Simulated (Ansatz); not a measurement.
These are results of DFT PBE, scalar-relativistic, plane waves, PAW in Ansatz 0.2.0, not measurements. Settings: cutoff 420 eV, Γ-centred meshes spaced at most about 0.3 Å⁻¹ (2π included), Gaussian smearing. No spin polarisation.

Temperature and zero-point effects are left out.

Two relaxed structures of HfSi3O8:

A.

Space group Cmmm (No. 65). a = 6.086 Å, b = 6.345 Å, c = 5.732 Å, α = 90.00°, β = 90.00°, γ = 90.00°
```json
{"atom": "Hf", "site": "2c", "symmetry": "mmm", "x": "0.5000", "y": "0.0000", "z": "0.5000"}
{"atom": "Si", "site": "4k", "symmetry": "mm2", "x": "0.0000", "y": "0.0000", "z": "0.7627"}
{"atom": "Si", "site": "2b", "symmetry": "mmm", "x": "0.5000", "y": "0.0000", "z": "0.0000"}
{"atom": "O", "site": "8o", "symmetry": ".m.", "x": "0.7043", "y": "0.0000", "z": "0.7794"}
{"atom": "O", "site": "4i", "symmetry": "m2m", "x": "0.5000", "y": "0.6937", "z": "0.0000"}
{"atom": "O", "site": "4j", "symmetry": "m2m", "x": "0.5000", "y": "0.6743", "z": "0.5000"}
```

B.

Space group C2 (No. 5). a = 7.531 Å, b = 7.669 Å, c = 7.592 Å, α = 90.00°, β = 90.05°, γ = 90.00°
```csv
atom,site,symmetry,x,y,z
Hf,2a,2,0.5000,0.5199,0.0000
Si,4c,1,0.2738,0.2503,0.2687
Si,2b,2,0.5000,0.9774,0.5000
O,4c,1,0.4253,0.3877,0.2063
O,4c,1,0.3881,0.8513,0.6316
O,4c,1,0.1931,0.1622,0.0898
O,4c,1,0.6406,0.0994,0.6063
```

**Question.** Which form is favoured at zero pressure, and by what margin per atom?

**Answer.** B is lower, by 237 meV/atom. A has Hf and Si ordered on rutile sites, space group Cmmm (No. 65), 9.2 Å³/atom and a gap of 3.36 eV on its mesh; B has space group C2 (No. 5), 18.3 Å³/atom and a gap of 5.11 eV. Counting O atoms around Hf and Si (those within 1.25 times the shortest such distance or 1.15 times the sum of covalent radii; a plus sign parts nearer from farther groups; a slash parts the counts of unlike sites), A has Hf 6, Si 4+2/6 and B has Hf 4, Si 4. The lower one is the more open, so pressure narrows the difference. In A, Hf has 6 O at 2.03–2.07 Å and 2 Si at 2.87 Å; Si on a site of symmetry mm2 has 6 O at 1.80–1.87 Å; around O on a site of symmetry m lie 2 Si at 1.77–1.80 Å and 1 Hf at 2.03 Å; 3 more sites not described. In B, around Hf lie 4 O at 1.94–1.95 Å; around Si on a site of symmetry 1 lie 4 O at 1.62–1.63 Å; O on its first site is surrounded by 1 Si at 1.62 Å and 1 Hf at 1.95 Å; 4 more sites not described. Origin: A, invented; B, invented, then shaken at random and relaxed again. Checks on B: no imaginary mode at Γ (other wave vectors untested).

These runs have no spin–orbit coupling, which can matter for Hf. Kohn–Sham gaps at this level usually fall short of measured ones. Cells relaxed within their symmetry can be saddle points.

The preference for B follows mainly from silicon, which makes up three quarters of the cations. At zero pressure Si⁴⁺ favours four short, strongly covalent Si–O bonds, as in quartz. The rutile-type arrangement forces it into a more crowded oxygen shell with longer bonds, as in stishovite, which owes its stability to pressure. Hafnium pulls the other way: it is large for a tetrahedral site and takes more oxygen neighbours in both zircon-type HfSiO4 and HfO2. Its four short bonds in B are therefore probably a concession to the silica-like framework, outweighed by the gain at silicon. PBE tends to favour open silica polymorphs over dense ones, so the margin of 237 meV/atom may be somewhat too large, though the order is unlikely to change. The wider gap of B fits the same contrast between open and dense silica, probably with empty Hf 5d states at the conduction edge. Neither structure is shown to be stable against separation into HfSiO4 and SiO2.
